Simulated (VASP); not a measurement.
**BaZr2O3: relaxation of cell and atoms with PBE**

Crystal: BaZr2O3.

```
Ba Zr O
1.0
     3.45000    0.00000    0.00000
    -1.72500    2.98779    0.00000
     0.00000    0.00000    9.10000
Ba Zr O
1 2 3
Cartesian
  0.0000 0.0000 0.0000
  0.0000 1.9919 3.2760
  1.7250 0.9959 5.8240
  0.0000 0.0000 4.5500
  1.7250 0.9959 1.5015
  0.0000 1.9919 7.5985
```

The cell was built by a generator and needn't be a form met in nature.

- Program: VASP 6.6.1
- Task: relaxation of cell and atoms
- Functional: PBE
- Potentials or basis: VASP PAW PBE potentials, release 64 (Ba_sv, Zr_sv, O)
- Cutoff: 520 eV
- k mesh: 5 × 5 × 2
- Occupations: gaussian, width 0.15 eV
- Spin: no spin polarisation
- Further INCAR settings: PREC = Normal; ALGO = Fast; EDIFF = 0.0001; IBRION = 2; EDIFFG = -0.08; NSW = 24; ISIF = 3

```json
{"Relaxed volume": "14.60 Å³/atom", "Relaxed cell": "a = 3.395 Å, b = 3.395 Å, c = 8.774 Å, α = 90.00°, β = 90.00°, γ = 120.00°", "Space group after relaxing (to 0.05 Å)": "P-3m1 (No. 164)", "Energy gained by relaxing": "444.5 meV/atom", "Ionic steps": "10", "Pressure after relaxing": "-0.1 GPa", "Largest force after relaxing": "0.022 eV/Å", "Band gap on the k mesh": "none (metal or under the smearing width)"}
```

Forces in eV/Å, atoms in the order of the input:
```
Ba   0.000  0.000  0.000
Zr   0.000  0.000  0.001
Zr   0.000  0.000 -0.001
O    0.000  0.000  0.000
O    0.000  0.000  0.022
O    0.000  0.000 -0.022
```

Stress tensor (GPa, compression positive):
```
-0.26  0.00  0.00
 0.00 -0.26  0.00
 0.00  0.00  0.24
```

The path:
| step | energy change (eV) | largest force (eV/Å) | pressure (GPa) | volume (Å³) |
| --- | --- | --- | --- | --- |
| 1 | 0.0000 | 3.9949 | -2.05 | 93.80 |
| 2 | -1.4576 | 2.7168 | -5.23 | 91.09 |
| 3 | -2.2418 | 1.8566 | 3.65 | 85.61 |
| 4 | -2.4028 | 1.0400 | -1.59 | 87.34 |
| 5 | -2.4072 | 1.1750 | -1.00 | 87.07 |
| 6 | -2.5817 | 0.6632 | 2.92 | 85.22 |
| 7 | -2.6011 | 0.3709 | 4.93 | 84.46 |
| 8 | -2.6604 | 0.2891 | -0.86 | 88.14 |
| 9 | -2.6650 | 0.1597 | 0.25 | 87.35 |
| 10 | -2.6671 | 0.0223 | -0.09 | 87.59 |

Final structure:
```
CELL_PARAMETERS angstrom
3.39508 0.00000 0.00000
-1.69754 2.94023 0.00000
0.00000 0.00000 8.77433
ATOMIC_POSITIONS crystal
Ba 0.00000 0.00000 0.00000
Zr 0.33333 0.66667 0.35981
Zr 0.66667 0.33333 0.64019
O 0.00000 0.00000 0.50000
O 0.66667 0.33333 0.22960
O 0.33333 0.66667 0.77040
```

Levels at points of the mesh, in eV from the Fermi level:
```
           k point  band 24  band 25  band 26  band 27  band 28  band 29
(0.00, 0.00, 0.00)    -4.80    -0.65    -0.65    -0.43    -0.30     0.94
(0.00, 0.00, 0.50)    -5.13    -0.61    -0.61    -0.42    -0.19     1.02
```

It took 64 s on 2 MPI ranks on Intel(R) Xeon(R) 6975P-C (Granite Rapids) (shared host), peak memory 0.17 GiB a rank.

Caveat: the k mesh is coarse (spacing up to 0.42 Å⁻¹), so the values aren't converged; the relaxation stopped at a loose force limit of 0.08 eV/Å, so its end isn't a converged minimum. The run has no spin-orbit coupling, so splittings on Ba are missing.
